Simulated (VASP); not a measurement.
# TaN in VASP: convergence with ENCUT

Crystal: TaN.

```
Ta N
1.0
     2.92177    0.00000    0.00000
    -1.46088    2.53033    0.00000
     0.00000    0.00000    5.91652
Ta N
2 2
Direct
  0.99582 0.00253 0.49716
  0.99325 0.99462 0.99747
  0.33257 0.66773 0.25089
  0.67387 0.33333 0.74963
```

The cell comes from a database or a generator and needn't be the stable form of this composition.

The cell isn't the ideal one: atoms moved at random, drawn with an rms of 0.02 Å.

* Program: VASP 6.6.1
* Task: single point
* Functional: r2SCAN
* Potentials or basis: VASP PAW PBE potentials, release 64 (Ta_pv, N)
* Cutoff: 200 eV
* k mesh: 7 × 7 × 4
* Occupations: gaussian, width 0.02 eV
* Spin: no spin polarisation

These are the settings of the first run; the series varies ENCUT, with any setting tied to it.

Hardware: 1 thread of AMD EPYC 7R43 64-Core Processor (Zen 3), with other jobs on the host.

| ENCUT | energy less the tightest run, at zero smearing (meV/atom) | largest force (eV/Å) | SCF cycles | CPU time (s) | peak memory (GiB) |
| --- | --- | --- | --- | --- | --- |
| 200 eV | -93.53 | 0.298 | 19 | 260 | 0.09 |
| 250 eV | -24.77 | 0.335 | 15 | 220 | 0.11 |
| 300 eV | 9.75 | 0.337 | 19 | 550 | 0.13 |
| 350 eV | 0.00 | 0.347 | 18 | 570 | 0.13 |

Not settled before the last step: the energy (to 1 meV/atom), the largest force (to 0.005 eV/Å). The tightest run that finished is the yardstick and may itself not be fully converged.

Caveat, for the tightest run too: the cutoff lies under the usual one of these potentials, so the numbers hold a large basis-set error; the PAW data sets were made with another functional, which shifts forces and pressure a little. Spin-orbit coupling is left out, which matters for the levels of Ta.
